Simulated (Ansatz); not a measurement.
**Bands, cutoff and cost in G0W0 for Si3N4 (I-43d)**

How do accuracy and time trade against each other in G0W0 on Si3N4 (I-43d)?

Method: G0W0 on PBE, plane waves, PAW, in Ansatz 0.2.0.

## Step 1: The starting structure

Symmetry: I-43d, No. 220, cubic system. Conventional cell: a = 6.475 Å, b = 6.475 Å, c = 6.475 Å, α = 90.00°, β = 90.00°, γ = 90.00°. Si has 4 N at 1.75 Å nearest. Nearest to N lie 3 Si at 1.75 Å. Farther neighbours and most contacts between anions are not listed.

As a file:

```cif
data_structure
_symmetry_space_group_name_H-M 'I-43d'
_symmetry_Int_Tables_number 220
_cell_length_a 6.4747
_cell_length_b 6.4747
_cell_length_c 6.4747
_cell_angle_alpha 90.000
_cell_angle_beta 90.000
_cell_angle_gamma 90.000
_cell_volume 271.43
loop_
_atom_site_label
_atom_site_type_symbol
_atom_site_symmetry_multiplicity
_atom_site_Wyckoff_symbol
_atom_site_fract_x
_atom_site_fract_y
_atom_site_fract_z
_atom_site_occupancy
Si1 Si 12 b 0.37500 0.50000 0.75000 1
N1 N 16 c 0.28140 0.28140 0.28140 1
```

The cell and positions come from the Crystallography Open Database and are kept as given unless a step says otherwise. This is not the form that Si3N4 usually takes at ambient conditions. The default PAW set here is soft_2. Its files were made with PBE.

## Step 2: 200 empty bands, screening to 75 eV

Now the one-shot GW correction: screening in the RPA, then the self-energy of the levels asked for.

The input, input.yaml:

```yaml
crystal:
  lattice:
    - [-3.23735, 3.23735, 3.23735]
    - [3.23735, -3.23735, 3.23735]
    - [3.23735, 3.23735, -3.23735]
  atoms:
    - { symbol: Si, position: [0.25, 0.125, 0.875] }
    - { symbol: Si, position: [0.875, 0.25, 0.125] }
    - { symbol: Si, position: [0.75, 0.375, 0.625] }
    - { symbol: Si, position: [0.625, 0.75, 0.375] }
    - { symbol: Si, position: [0.125, 0.875, 0.25] }
    - { symbol: Si, position: [0.375, 0.625, 0.75] }
    - { symbol: "N", position: [0.5628, 0.5628, 0.5628] }
    - { symbol: "N", position: [0.4372, 0.5, 0.0] }
    - { symbol: "N", position: [0.5, 0.0, 0.9372] }
    - { symbol: "N", position: [0.0, 0.4372, 0.5] }
    - { symbol: "N", position: [0.9372, 0.5, 0.0] }
    - { symbol: "N", position: [0.0628, 0.0628, 0.0628] }
    - { symbol: "N", position: [0.0, 0.9372, 0.5] }
    - { symbol: "N", position: [0.5, 0.0, 0.4372] }
kpoints:
  mp_grid: { grid: [4, 4, 4] }
hamiltonian:
  xc: pbe
scf:
  occupations: { method: fixed }
gw:
  n_empty_bands: 200
  ecut_chi: 75.0
  qp_bands: [v4, c4]
  qp_kpoints: band_edges
  screening: { model: contour_deformation }
```

Launch:

```console
ansatz run input.yaml --threads 3 --pin off --max-ram 64512MiB --backend cuda --events-out ev --progress --plain --runs-dir out --devices 1 --max-vram 24GiB  # rebuilt from the run's record
```

Numbers of over 12 decimals in the logs are rounded to 6 here.

What it wrote:

```text
GPUs: using 1 of 1 available (devices: 1).
Engine: ansatz 0.2.0, x86_64-unknown-linux-gnu
Pseudopotentials: kind: paw
Pseudopotential: Si, paw, valence charge 4, recommended cutoff 420 eV (normal), Si.paw.azcp
Pseudopotential: N, paw, valence charge 5, recommended cutoff 420 eV (normal), N.paw.azcp
Functional definition: PBE
  parameter kappa = 0.804
  parameter beta = 0.066725
  exchange = pbe_x(kappa = kappa, mu = beta*pi^2/3)
  correlation = pbe_c(beta = beta)
device memory: the entry about to start is reckoned to put 2.5 GiB on a device that reports 65.0 GiB free (of which the cap on the GPU budget leaves the run 24.0 GiB)
GPU FFT provider: cuFFT
GPU libraries: cuBLAS 13.8.1, cuFFT 12.4.0, cuSOLVER 12.3.2
Crystal: 14 atoms, lattice volume = 135.715 Å³
Basis set: ecut = 420 eV, 2659 PW (Γ)
Bands: 46, of which v1, the nominal top of the filled ones, is band 32 counted from 1 (31 counted from 0)
Symmetry: 24 space group operations
Space group: I-43d (ITA 220), of the structure as read, at distance tolerance 5.1e-5 Å
k-points: 8 of 64 (time reversal used)
Non-local potential: Si, projectors of the file, l = 0: 2, l = 1: 2, l = 2: 2
Non-local potential: N, projectors of the file, l = 0: 2, l = 1: 2, l = 2: 1
PAW form: soft (Blöchl's): semilocal exchange-correlation on the pseudo side does not see the compensation charge
PAW one-centre angular grid: Si, 110 points (default); XC on 64 Gauss nodes
PAW one-centre angular grid: N, 110 points (default); XC on 64 Gauss nodes
Initial density: superposition of atomic densities (neutral atoms: chi_scale 0, normalization atom), corrected by the library's trained network
Initial wavefunctions: pseudopotential atomic-orbital guess
GPU buffer pool allocated for 64000 grid points (all kernels)
GPU transforms: local potential and band sums: pruned to the plane-wave sphere, on 40×40×40
Functional: x = pbe(κ = 0.804, μ = 0.219515), c = pbe(β = 0.066725)
SCF iter   1: F=—  HF=-6900.411869 eV  |F-HF|=—  |Δ(HF+E_count)|=         —  Δρ=2.55e-3  dr2=4.33e-3  ethr=1.77e-3  ⟨swp⟩=5.0  Hψ=1546  notcnv=0  defer=84
preconditioner: auto → Resta (q_TF=auto, 2.407 Å⁻¹)  ε∞=4.3  [insulator: Δε(μ)=4.105 eV  Ē_g=14.123 eV  n_scr=42 (ndim 8)  ℏωp=25.5 eV  f_vac=0.000  ε∞_Penn≈4.3]
SCF iter   2: F=—  HF=-6900.412139 eV  |F-HF|=—  |Δ(HF+E_count)|=   2.70e-4  Δρ=1.28e-3  dr2=8.26e-4  ethr=6.76e-6  ⟨swp⟩=2.1  Hψ=647  notcnv=0  defer=92
SCF iter   3: F=—  HF=-6900.412639 eV  |F-HF|=—  |Δ(HF+E_count)|=   5.00e-4  Δρ=3.48e-4  dr2=7.74e-5  ethr=1.29e-6  ⟨swp⟩=3.0  Hψ=592  notcnv=0  defer=92
SCF iter   4: F=—  HF=-6900.412680 eV  |F-HF|=—  |Δ(HF+E_count)|=   4.14e-5  Δρ=4.78e-5  dr2=1.39e-6  ethr=1.21e-7  ⟨swp⟩=2.0  Hψ=550  notcnv=0  defer=75
iter 5 did not close the SCF: its close was put off for the readings that it lacked (scf_convergence_deferred on its scf_iter line)
SCF iter   5: F=-6900.412682 eV  HF=-6900.412682 eV  |F-HF|=2.75e-8  |Δ(HF+E_count)|=   1.26e-6  Δρ=5.48e-6  dr2=3.14e-8  ethr=2.17e-9  ⟨swp⟩=3.0  Hψ=592  notcnv=0  defer=75
SCF iter   6: F=-6900.412682 eV  HF=-6900.412682 eV  |F-HF|=2.61e-9  |Δ(HF+E_count)|=   2.85e-8  Δρ=1.79e-6  dr2=3.37e-9  ethr=4.91e-11  ⟨swp⟩=10.6  Hψ=1960  notcnv=0
SCF 1 converged in 6 iterations: F = -6900.412682 eV  dr2 = 3.37e-9
  greatest PAW one-centre occupation: 0.788 electrons in one spin orbital (limit 2), on the N atom at site 10 (counted from 0), in its partial waves of l = 0
device memory: the entry about to start is reckoned to put 3.2 GiB on a device that reports 65.0 GiB free (of which the cap on the GPU budget leaves the run 24.0 GiB)
NSCF: frozen V_eff on 8 k-points
the band table was solved once the SCF had ended and its energy, with any forces and stress, was formed, with the checks that follow a solve (1495 applications of the Hamiltonian). They found nothing against the state; the energy, forces and stress were not computed again (output.eigenvalues in the input reference)
device memory: the entry about to start is reckoned to put 4.6 GiB on a device that reports 65.0 GiB free (of which the cap on the GPU budget leaves the run 24.0 GiB)
NSCF: frozen V_eff on 8 k-points
device memory: the entry about to start is reckoned to put 4.7 GiB on a device that reports 64.7 GiB free (of which the cap on the GPU budget leaves the run 24.0 GiB)
NSCF: frozen V_eff on 8 k-points
G₀W₀ screening: q 1/8
[... further progress lines ...]
SCF converged after 6 iterations
Free energy (F): -6900.412682 eV
Harris-Foulkes:  -6900.412682 eV  (|F-HF|=2.61e-9)
Internal energy: -6900.412682 eV  (E = F + TS)
E sigma→0 (E₀):  -6900.412682 eV
Fermi energy:    9.319223 eV
--- Per-component energies (eV) ---
  E_band       = 139.055625
  E_kinetic    = 1349.083871
  E_local      = -1753.228419  (includes V_loc(G=0)·N_el)
  E_nonlocal   = 508.314196
  E_hartree    = 559.910206
  E_xc         = -826.442598
  E_vxc        = -911.602360  (∫ρ·V_xc dr)
  E_paw        = -4099.748201  (= ΣΔE_a)
  E_vpaw       = -173.332044  (= ΣTr[D̂ρ^β])
  E_aug_tail   = 0.000836  (compensation charges beyond the density's cutoff)
  E_ewald      = -2638.302572
  E_smearing   = -0.000000  (= −TS)
  E_closure    = -0.000000  (closes the sum)
  Σ components = -6900.412682   (vs F -6900.412682, Δ=0.00e0)
--- Band table (eV; the first three rows and the last of 8) ---
  k-point 0: bands = [... 28 lower, 9.1737, 9.1737, 9.1737, 9.2698, 13.9743, 13.9743, 14.0008, 14.0036, ... 10 higher]
  k-point 1: bands = [... 28 lower, 8.4330, 8.7801, 9.2423, 9.2515, 13.5418, 13.6986, 14.4509, 14.8507, ... 10 higher]
  k-point 2: bands = [... 28 lower, 8.0605, 8.0605, 9.3192, 9.3192, 14.3113, 14.3113, 15.2699, 15.2699, ... 10 higher]
  k-point 7: bands = [... 28 lower, 7.4286, 7.4286, 8.1362, 8.1362, 14.7482, 14.7482, 14.7482, 14.7482, ... 10 higher]
--- G₀W₀: contour deformation, 5 samples at zero and on the imaginary axis and 2 off it, 64 q-points, 200 empty bands' worth ---
  eigenvalues of the whole cell's RPA ε∞ on this k-mesh (on a slab, of 1 + 4πα/V) = 4.5328, 4.5328, 4.5328; static W/v taken at q = 0 is 0.220615
  bands read: the sum over 232 bands ends inside a degenerate multiplet in 2 slots, whose members it reads at an even weight; the widest, k=7: bands 231 to 236 (counted from 1) at 2/6 each
  gw.qp_kpoints: band_edges: 8 of 8 stored k-points solved, in 1 pass; an edge of the gap read off the rows below is read off those points alone
    ik  band        ε_KS         Σx   Σc(E_QP)       V_xc       Z   E_QP_lin       E_QP  E_QP is
     0    29      9.1737   -21.7002     3.6477   -17.6385  0.7934     8.7583     8.7597  root
     0    30      9.1737   -21.7002     3.6477   -17.6385  0.7934     8.7583     8.7597  root
     0    31      9.1737   -21.7002     3.6477   -17.6385  0.7934     8.7583     8.7597  root
     0    32      9.2698   -21.7840     3.7278   -17.6235  0.7932     8.8356     8.8371  root
     0    33     13.9743    -6.8365    -4.1759   -11.8935  0.8332    14.8605    14.8553  root
     0    34     13.9743    -6.8365    -4.1759   -11.8935  0.8332    14.8605    14.8553  root
     0    35     14.0008   -11.1161    -4.2400   -16.5096  0.8204    15.1634    15.1543  root
     0    36     14.0036    -8.7910    -4.1621   -14.0050  0.8269    15.0630    15.0556  root
     1    29      8.4330   -21.2945     3.7167   -17.0406  0.7903     7.8933     7.8959  root
     1    30      8.7801   -21.3614     3.6796   -17.1897  0.7930     8.2860     8.2880  root
     1    31      9.2423   -21.7607     3.6566   -17.6979  0.7935     8.8348     8.8361  root
     1    32      9.2515   -21.7912     3.6827   -17.6948  0.7932     8.8364     8.8378  root
     1    33     13.5418    -7.5409    -4.1460   -12.5815  0.8332    14.4416    14.4365  root
     1    34     13.6986    -7.1416    -4.1332   -12.1419  0.8336    14.5705    14.5656  root
     1    35     14.4509    -8.4740    -4.2999   -13.8396  0.8267    15.5245    15.5165  root
     1    36     14.8507    -8.6783    -4.3130   -14.1195  0.8231    15.9883    15.9788  root
     2    29      8.0605   -21.2233     3.7280   -16.9358  0.7914     7.4982     7.5010  root
     2    30      8.0605   -21.2233     3.7280   -16.9358  0.7914     7.4982     7.5010  root
     2    31      9.3192   -21.8790     3.6856   -17.7947  0.7935     8.9193     8.9205  root
     2    32      9.3192   -21.8790     3.6856   -17.7947  0.7935     8.9193     8.9205  root
     2    33     14.3113    -7.3177    -4.2050   -12.4598  0.8291    15.2546    15.2484  root
     2    34     14.3113    -7.3177    -4.2050   -12.4598  0.8291    15.2546    15.2484  root
     2    35     15.2699    -9.0793    -4.4673   -14.7197  0.8208    16.4538    16.4431  root
     2    36     15.2699    -9.0793    -4.4673   -14.7197  0.8208    16.4538    16.4431  root
[...]
7    29      7.4286   -21.0560     3.8970   -16.5068  0.7860     6.7721     6.7765  root
     7    30      7.4286   -21.0560     3.8970   -16.5068  0.7860     6.7721     6.7765  root
     7    31      8.1362   -21.2054     3.8616   -16.7329  0.7873     7.5218     7.5254  root
     7    32      8.1362   -21.2054     3.8616   -16.7329  0.7873     7.5218     7.5254  root
     7    33     14.7482    -6.8128    -4.3880   -12.0995  0.8292    15.6528    15.6468  root
     7    34     14.7482    -6.8128    -4.3880   -12.0995  0.8292    15.6528    15.6468  root
     7    35     14.7482    -6.8128    -4.3880   -12.0995  0.8292    15.6528    15.6468  root
     7    36     14.7482    -6.8128    -4.3880   -12.0995  0.8292    15.6528    15.6468  root
```

Wall time 6.5 s (1 × NVIDIA H100 80GB HBM3 (shared by 3 runs) with 3 threads of AMD EPYC 7R13 (Zen 3), shared host); peak memory 1.3 GiB; 8.9 s of CPU time.

Reading the cycles: dr2 is the Hartree energy of the density residual (eV), the measure of convergence; HF is the Harris–Foulkes estimate of the energy, which meets the free energy F at convergence.

Numbers from this step:

```
bands summed                                 : 232
RPA ε∞ on this mesh (eigenvalues)            : 4.533, 4.533, 4.533
plane waves in the screening matrix          : 201
q-points in the mesh                         : 64
G0W0 gap on the mesh                         : 5.323 eV
k of the valence top                         : 0, 0, -0.5
k of the conduction bottom                   : 0.25, 0.25, -0.25
starting gap on the mesh                     : 4.126 eV
Z at the valence top                         : 0.7935
Z at the conduction bottom                   : 0.8363
least direct G0W0 gap on the computed points : 5.599 eV
```

The gap on the mesh goes from 4.13 eV to 5.32 eV, a correction of +1.20 eV. Between the two edge states, bare exchange in place of the xc potential would open the gap by 9.02 eV, and correlation takes back 7.83 eV.

## Step 3: 566 empty bands, screening to 150 eV

Bands and screening cutoff are moved together, since each hides the error of the other.

Edit input.yaml of step 2 so:

```diff
@@ -27,4 +27,4 @@
 gw:
-  n_empty_bands: 200
-  ecut_chi: 75.0
+  n_empty_bands: 566
+  ecut_chi: 150.0
   qp_bands: [v4, c4]
```

What it wrote:

```text
GPUs: using 1 of 1 available (devices: 1).
[...]
GPU FFT provider: cuFFT
GPU libraries: cuBLAS 13.8.1, cuFFT 12.4.0, cuSOLVER 12.3.2
Crystal: 14 atoms, lattice volume = 135.715 Å³
Basis set: ecut = 420 eV, 2659 PW (Γ)
Bands: 46, of which v1, the nominal top of the filled ones, is band 32 counted from 1 (31 counted from 0)
Symmetry: 24 space group operations
[...]
k-points: 8 of 64 (time reversal used)
[...]
GPU buffer pool allocated for 64000 grid points (all kernels)
[...]
SCF iter   1: F=—  HF=-6900.411869 eV  |F-HF|=—  |Δ(HF+E_count)|=         —  Δρ=2.55e-3  dr2=4.33e-3  ethr=1.77e-3  ⟨swp⟩=5.0  Hψ=1546  notcnv=0  defer=84
[...]
SCF iter   6: F=-6900.412682 eV  HF=-6900.412682 eV  |F-HF|=2.61e-9  |Δ(HF+E_count)|=   2.85e-8  Δρ=1.79e-6  dr2=3.37e-9  ethr=4.91e-11  ⟨swp⟩=10.6  Hψ=1960  notcnv=0
SCF 1 converged in 6 iterations: F = -6900.412682 eV  dr2 = 3.37e-9
[...]
NSCF: frozen V_eff on 8 k-points
[...]
G₀W₀ screening: q 1/8
[... further progress lines ...]
SCF converged after 6 iterations
Free energy (F): -6900.412682 eV
[...]
Internal energy: -6900.412682 eV  (E = F + TS)
E sigma→0 (E₀):  -6900.412682 eV
Fermi energy:    9.319223 eV
[...]
--- Band table (eV; the first three rows and the last of 8) ---
  k-point 0: bands = [... 28 lower, 9.1737, 9.1737, 9.1737, 9.2698, 13.9743, 13.9743, 14.0008, 14.0036, ... 10 higher]
  k-point 1: bands = [... 28 lower, 8.4330, 8.7801, 9.2423, 9.2515, 13.5418, 13.6986, 14.4509, 14.8507, ... 10 higher]
  k-point 2: bands = [... 28 lower, 8.0605, 8.0605, 9.3192, 9.3192, 14.3113, 14.3113, 15.2699, 15.2699, ... 10 higher]
  k-point 7: bands = [... 28 lower, 7.4286, 7.4286, 8.1362, 8.1362, 14.7482, 14.7482, 14.7482, 14.7482, ... 10 higher]
[...]
0    29      9.1737   -21.7002     3.1861   -17.6385  0.7870     8.2916     8.2981  root
     0    30      9.1737   -21.7002     3.1861   -17.6385  0.7870     8.2916     8.2981  root
     0    31      9.1737   -21.7002     3.1861   -17.6385  0.7870     8.2916     8.2981  root
     0    32      9.2698   -21.7840     3.2696   -17.6235  0.7866     8.3723     8.3789  root
     0    33     13.9743    -6.8365    -4.4267   -11.8935  0.8316    14.6071    14.6045  root
     0    34     13.9743    -6.8365    -4.4267   -11.8935  0.8316    14.6071    14.6045  root
     0    35     14.0008   -11.1161    -4.5060   -16.5096  0.8140    14.8935    14.8883  root
     0    36     14.0036    -8.7910    -4.4319   -14.0050  0.8234    14.7898    14.7858  root
[...]
7    33     14.7482    -6.8128    -4.6263   -12.0995  0.8274    15.4116    15.4085  root
     7    34     14.7482    -6.8128    -4.6263   -12.0995  0.8274    15.4116    15.4085  root
     7    35     14.7482    -6.8128    -4.6263   -12.0995  0.8274    15.4116    15.4085  root
     7    36     14.7482    -6.8128    -4.6263   -12.0995  0.8274    15.4116    15.4085  root
```

Elapsed: 23 s, on 1 × NVIDIA H100 80GB HBM3 (shared by 3 runs) with 3 threads; peak memory 2.3 GiB; 45 s of CPU time.

This step gave:

```yaml
bands_summed: 598
rpa_eps_infinity_on_this_mesh_eigenvalues: 4.435, 4.435, 4.435
plane_waves_in_the_screening_matrix: 555
q_points_in_the_mesh: 64
g0w0_gap_on_the_mesh: 5.573 eV
k_of_the_valence_top: 0, 0, -0.5
k_of_the_conduction_bottom: 0.25, 0.25, -0.25
starting_gap_on_the_mesh: 4.126 eV
z_at_the_valence_top: 0.7869
z_at_the_conduction_bottom: 0.8349
least_direct_g0w0_gap_on_the_computed_points: 5.822 eV
```

Against the run with 4×4×4 mesh, 200 empty bands, screening to 75 eV, the gap moves by +0.25 eV.

## Step 4: Changing the frequency model: 4×4×4 mesh, 566 empty bands, screening to 150 eV, plasmon pole

A plasmon pole stands in for the full frequency dependence of the screening; this run shows what that costs in accuracy.

Edit input.yaml of step 3 so:

```diff
@@ -31,2 +31,2 @@
   qp_kpoints: band_edges
-  screening: { model: contour_deformation }
+  screening: { model: godby_needs }
```

What it wrote:

```text
GPUs: using 1 of 1 available (devices: 1).
[...]
GPU FFT provider: cuFFT
GPU libraries: cuBLAS 13.8.1, cuFFT 12.4.0, cuSOLVER 12.3.2
Crystal: 14 atoms, lattice volume = 135.715 Å³
Basis set: ecut = 420 eV, 2659 PW (Γ)
Bands: 46, of which v1, the nominal top of the filled ones, is band 32 counted from 1 (31 counted from 0)
Symmetry: 24 space group operations
[...]
k-points: 8 of 64 (time reversal used)
[...]
0    36     14.0036    -8.7910    -4.3938   -14.0050  0.8292    14.8268    14.8238  root
[...]
7    33     14.7482    -6.8128    -4.5913   -12.0995  0.8347    15.4458    15.4435  root
     7    34     14.7482    -6.8128    -4.5913   -12.0995  0.8347    15.4458    15.4435  root
     7    35     14.7482    -6.8128    -4.5913   -12.0995  0.8347    15.4458    15.4435  root
     7    36     14.7482    -6.8128    -4.5913   -12.0995  0.8347    15.4458    15.4435  root
[key lines of the parts left out:]
SCF converged after 6 iterations
Free energy (F): -6900.412682 eV
Fermi energy:    9.319223 eV
```

It took 41 s on 1 × NVIDIA H100 80GB HBM3 (shared by 3 runs) with 3 threads; peak memory 3.8 GiB; 88 s of CPU time.

This step gave:

```yaml
bands_summed: 598
plasmon_pole_fit_frequency: 25.50 eV
rpa_eps_infinity_on_this_mesh_eigenvalues: 4.435, 4.435, 4.435
plane_waves_in_the_screening_matrix: 555
g0w0_gap_on_the_mesh: 5.522 eV
k_of_the_valence_top: 0, 0, -0.5
k_of_the_conduction_bottom: 0.25, 0.25, -0.25
starting_gap_on_the_mesh: 4.126 eV
least_direct_g0w0_gap_on_the_computed_points: 5.776 eV
```

Against the run with 4×4×4 mesh, 566 empty bands, screening to 150 eV, the gap moves by −0.05 eV.

## Step 5: Convergence and cost

Times are wall times on 1 × NVIDIA H100 80GB HBM3 (shared by 3 runs) with 3 threads of AMD EPYC 7R13 (Zen 3), shared host, good to a factor of about two.

| mesh | files | frequency | bands summed | cutoff (eV) | start (eV) | G0W0 (eV) | time | host memory (GiB) |
| --- | --- | --- | --- | --- | --- | --- | --- | --- |
| 4×4×4 | default PAW | contour deformation | 232 | 75 | 4.126 | 5.323 | 6.5 s | 1.3 |
| 4×4×4 | default PAW | contour deformation | 598 | 150 | 4.126 | 5.573 | 23 s | 2.3 |
| 4×4×4 | default PAW | plasmon pole | 598 | 150 | 4.126 | 5.522 | 41 s | 3.8 |

How the two edges are built up, in eV (the quasiparticle level is the starting level plus Σx plus Σc less Vxc):

| run | edge | start | Σx | Σc | Vxc | Z | QP |
| --- | --- | --- | --- | --- | --- | --- | --- |
| 232 bands | valence top | 9.32 | -21.88 | 3.69 | -17.79 | 0.79 | 8.92 |
| 232 bands | conduction bottom | 13.45 | -6.72 | -4.14 | -11.66 | 0.84 | 14.24 |
| 598 bands | valence top | 9.32 | -21.88 | 3.22 | -17.79 | 0.79 | 8.45 |
| 598 bands | conduction bottom | 13.45 | -6.72 | -4.36 | -11.66 | 0.83 | 14.03 |

## Step 6: What came out

| Item | Value |
| --- | --- |
| 232 bands, 75 eV | 5.323 eV |
| 598 bands, 150 eV | 5.573 eV |
| estimated limit in bands and cutoff | 5.73 eV |
| mesh and start | 4×4×4, PBE |

A line in one over the bands through the two rungs gives 5.73 eV, +0.16 eV from the top rung; with two points alone it is an unchecked estimate. The rungs stand 0.41 eV (232 bands) and 0.16 eV (598 bands) from it. From 232 to 598 bands the gap moves by +0.25 eV while the time grows 3.5-fold. Σc changes by −0.47 eV at the valence top and −0.22 eV at the conduction bottom, so the valence edge carries most of the change. The plasmon-pole model gives −0.05 eV against contour deformation, 4 % of the correction, and saved no time in this program. The 4×4×4 mesh misses a band edge: over a band path and its finer mesh (run apart) the PBE gap is 4.06 eV, so the G0W0 gap over the zone may lie about 0.06 eV below its value on the mesh.

[Paths, hosts, dates, memory and timing lines, banners, echoed tables and standing remarks are left out of the program output.]

[Logs are printed without paths, hosts, clocks, repeated set-up lines and the standing remarks that a program may print on its own settings, such as how far it seeks lower states.]

[Runs of the session that timed out or met a known fault of the program may be left out.]

[Cells called generated may have been cut or substituted from an entry of the Crystallography Open Database or the Materials Project.]

[Hosts, paths, dates, database ids (printed as entryN), source tags and the programs' standing remarks are cut or masked in the printed files.]
